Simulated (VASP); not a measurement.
Set up this calculation in VASP 6.6.1, as the native input.

- Task: relaxation of cell and atoms
- Functional: LDA
- Potentials or basis: VASP PAW LDA potentials, release 64 (Ba_sv, H)
- Cutoff: 600 eV
- k mesh: 6 × 6 × 4
- Occupations: gaussian, width 0.02 eV
- Spin: no spin polarisation
- Ladder: gaps
- Further INCAR settings: ALGO = Normal; EDIFF = 1e-06; IBRION = 2; EDIFFG = -0.01; NSW = 60; ISIF = 3

The structure of BaH2 lies in POSCAR:

```
BaH2
1.0
    4.4620250523      0.0000000000      0.0000000000
   -2.2310125262      3.8642270477      0.0000000000
    0.0000000000      0.0000000000      6.0552925900
Ba H
2 4
Direct
    0.3333333333      0.6666666667      0.2500000000
    0.6666666667      0.3333333333      0.7500000000
    0.0000000000      0.0000000000      0.0000000000
    0.0000000000      0.0000000000      0.5000000000
    0.6666666667      0.3333333333      0.2500000000
    0.3333333333      0.6666666667      0.7500000000
```

The cell comes from a database or a generator and needn't be the stable form of this composition.

One way to write it, as run:

INCAR

```
SYSTEM = BaH2
  PREC = Accurate
  ENCUT = 600
  EDIFF = 1E-6
  ISMEAR = 0
  SIGMA = 0.02
  LREAL = .FALSE.
  LASPH = .TRUE.
  NELM = 100
  ALGO = Normal
  ISIF = 3
  LWAVE = .FALSE.
  LCHARG = .FALSE.
  GGA = CA
  IBRION = 2
  NSW = 60
  EDIFFG = -0.01
  KPAR = 2
```

KPOINTS

```
Automatic mesh
0
G
  6 6 4
  0 0 0
```

Potentials or basis: VASP PAW LDA potentials, release 64 (Ba_sv, H).

Launch:

```bash
$ cat potpaw_LDA.64/Ba_sv/POTCAR potpaw_LDA.64/H/POTCAR > POTCAR
$ mpirun -np 2 vasp_std > vasp.out
```

It gave:

```
Relaxed volume                         : 15.88 Å³/atom
Relaxed cell                           : a = 4.370 Å, b = 4.370 Å, c = 5.760 Å, α = 90.00°, β = 90.00°, γ = 120.00°
Space group after relaxing (to 0.05 Å) : P6_3/mmc (No. 194)
Energy gained by relaxing              : 14.8 meV/atom
Ionic steps                            : 6
Pressure after relaxing                : 0.0 GPa
Band gap on the k mesh                 : 1.46 eV, indirect (least direct gap 2.29 eV)
```

Caveat: spin-orbit coupling is left out, which moves the levels of the heavy elements.

Wall time 70 s on 2 MPI ranks on Intel(R) Xeon(R) Platinum 8488C (Sapphire Rapids) (shared host), peak memory 0.23 GiB a rank.
